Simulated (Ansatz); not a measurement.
# How much do the gradients of CO2 depend on the method?

Cell: a computed structure from the Materials Project (it need not be an observed phase).

Space group R-3c:H (No. 167); a = 9.7835, c = 12.1555 Å, γ = 120.00°.

| site | Wyckoff | site symmetry | x | y | z |
| --- | --- | --- | --- | --- | --- |
| C1 | 6b | -3. | 0.0000 | 0.0000 | 0.0000 |
| C3 | 18e | .2 | 0.0812 | 0.4145 | 0.4167 |
| O9 | 12c | 3. | 0.0000 | 0.0000 | 0.9040 |
| O13 | 36f | 1 | 0.1446 | 0.3510 | 0.4539 |

One atom of each set is listed; the run and its k-mesh use a cell of 24 atoms with edges of 6.95, 6.95, 6.95 Å.

First run. Computed with Ansatz: DFT, PBE, plane waves and PAW, scalar-relativistic, 420 eV cutoff, Γ-centred 4×4×4 k-points, Fermi–Dirac smearing 0.02 eV.

```json
{"site": "C1", "V_zz (10²¹ V/m²)": "-2.91", "η": "0.00"}
{"site": "C3", "V_zz (10²¹ V/m²)": "-2.91", "η": "0.00"}
{"site": "O9", "V_zz (10²¹ V/m²)": "7.20", "η": "0.00"}
{"site": "O13", "V_zz (10²¹ V/m²)": "7.13", "η": "0.02"}
```

Second run. The same atoms and settings, except that the functional is r2SCAN and the cutoff is 500 eV.

**Question.** Given the first result, estimate the second.

**Answer.** 

```json
{"site": "C1", "V_zz": "-3.53", "η": "0.00", "change of V_zz": "-0.62"}
{"site": "C3", "V_zz": "-3.53", "η": "0.00", "change of V_zz": "-0.62"}
{"site": "O9", "V_zz": "7.77", "η": "0.00", "change of V_zz": "+0.57"}
{"site": "O13", "V_zz": "7.70", "η": "0.02", "change of V_zz": "+0.57"}
```

The largest change of V_zz is on C3, from -2.91 to -3.53. In per cent, |V_zz| changes by +21 on C, +8 on O (all sites that start above 0.5).

For the second run: The largest force is 0.7 eV/Å, so the atoms aren't at the calculated equilibrium and relaxing them would move these values.
